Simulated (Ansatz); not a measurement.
The system is La2O3.

```
CELL_PARAMETERS angstrom
3.93078 0.00000 0.00000
-1.96539 3.40415 0.00000
0.00000 0.00000 6.11195
ATOMIC_POSITIONS crystal
La 0.33333 0.66667 0.24624
La 0.66667 0.33333 0.75376
O 0.00000 0.00000 0.00000
O 0.33333 0.66667 0.64589
O 0.66667 0.33333 0.35411
```

The cell is a database's computed one.

* Program: Ansatz 0.2.0
* Task: relaxation of cell and atoms
* Functional: LDA
* Potentials or basis: Ansatz PAW
* Cutoff: 420 eV (not typed: the program's choice for these potentials)
* k mesh: 8 × 8 × 5
* Occupations: fermi-dirac, width 0.05 eV
* Spin: no spin polarisation
* Hubbard terms: La f U = 5 eV

At the start: volume 16.36 Å³/atom.

Problem. How do energy, volume and symmetry change on relaxing?

Solution. It ends after 7 steps and the volume is 15.88 Å³/atom (-2.9 %); space group P-3m1 (No. 164, to 0.05 Å).

Step by step:
| step | energy change (eV) | largest force (eV/Å) | volume (Å³) |
| --- | --- | --- | --- |
| 1 | 0.0000 | 0.1512 | 81.78 |
| 2 | -0.0348 | 0.0419 | 79.68 |
| 3 | -0.0357 | 0.0200 | 79.50 |
| 4 | -0.0358 | 0.0014 | 79.51 |
| 5 | -0.0284 | 0.0014 | 79.51 |
| 6 | -0.0289 | 0.0015 | 79.41 |
| 7 | -0.0285 | 0.0014 | 79.41 |

Final structure:
```
La O
1.0
     3.90111    0.00000    0.00000
    -1.95055    3.37846    0.00000
     0.00000    0.00000    6.02505
La O
2 3
Direct
  0.33333 0.66667 0.24560
  0.66667 0.33333 0.75440
  0.00000 0.00000 0.00000
  0.33333 0.66667 0.64549
  0.66667 0.33333 0.35451
```

Caveat: the magnetic or orbital state may not be the lowest; the plane-wave basis is chosen anew once the cell has moved, so the energies of steps on either side of that aren't comparable; the pressure holds a Pulay correction of +0.6 GPa for the finite cutoff; the PAW data sets come from PBE, with cores solved anew for the run's functional, which leaves a small shift of forces and pressure.
